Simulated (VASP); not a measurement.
CoSi2, 3 atoms in the cell. It takes space group Fm-3m (No. 225, cubic). Conventional cell: a = 5.770 Å, b = 5.770 Å, c = 5.770 Å, α = 90.00°, β = 90.00°, γ = 90.00°. Around Co (site symmetry m-3m) lie 8 Si at 2.50 Å. Si (site symmetry -43m) is surrounded by 4 Co at 2.50 Å.  The cell isn't the ideal one: volume scaled by 1.25.

| Property | Result |
| --- | --- |
| Program | VASP 6.6.1 |
| Task | density of states |
| Functional | optB86b-vdW |
| Potentials or basis | VASP PAW PBE potentials, release 64 (Co_GW, Si_GW) |
| Cutoff | 550 eV |
| k mesh | 9 × 9 × 9 |
| Occupations | tetrahedron |
| Spin | collinear spin, zero start |
| Starting moments | [0.0, 0.0, 0.0] μB |
| Hubbard terms | Co d U = 2 eV, J = 0.5 eV |
| LDAUTYPE | 2 |
| Hund's J | 0.5 |
| Further INCAR settings | ALGO = Normal; EDIFF = 1.00e-06 |

Potentials or basis: VASP PAW PBE potentials, release 64 (Co_GW, Si_GW).

Run with:

```bash
$ python run.py
```

Hardware: 1 thread of Intel(R) Xeon(R) Platinum 8259CL CPU @ 2.50GHz (Skylake/Cascade Lake), on a shared host.

Q: How long does it take, and how much memory?

A: It took 110 s on 1 thread of Intel(R) Xeon(R) Platinum 8259CL CPU @ 2.50GHz (Skylake/Cascade Lake), with other jobs on the host, peak memory 0.43 GiB. Counts: scf iterations 15, k points 35.
